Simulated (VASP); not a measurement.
The system is Ca.

```
Ca
1.0
    -2.24000    2.24000    2.24000
     2.24000   -2.24000    2.24000
     2.24000    2.24000   -2.24000
Ca
1
Direct
  0.00000 0.00000 0.00000
```

This isn't the form of Ca at room conditions, which is fcc.

| Quantity | Value |
| --- | --- |
| Program | VASP 6.6.1 |
| Task | relaxation of cell and atoms |
| Functional | optB88-vdW |
| Potentials or basis | VASP PAW PBE potentials, release 64 (Ca_sv) |
| Cutoff | 600 eV |
| k mesh | 8 × 8 × 8 |
| Occupations | fermi-dirac, width 0.05 eV |
| Spin | no spin polarisation |

At the start: pressure -1.6 GPa; volume 44.96 Å³/atom.

Q: How do energy, volume and symmetry change on relaxing?

A: Over 3 steps the energy falls by 25.8 meV/atom and the volume is 40.24 Å³/atom (-10.5 %); space group Im-3m (No. 229, to 0.05 Å).

The path:
```csv
step,energy change (eV),largest force (eV/Å),pressure (GPa),volume (Å³)
1,0.0000,0.0000,-1.59,44.96
2,-0.0210,0.0000,-0.75,42.12
3,-0.0258,0.0000,-0.05,40.24
```

Final structure:
```
CELL_PARAMETERS angstrom
-2.15878 2.15878 2.15878
2.15878 -2.15878 2.15878
2.15878 2.15878 -2.15878
ATOMIC_POSITIONS crystal
Ca 0.00000 0.00000 0.00000
```

Caveat: the PAW data sets were made with another functional, which shifts forces and pressure a little.
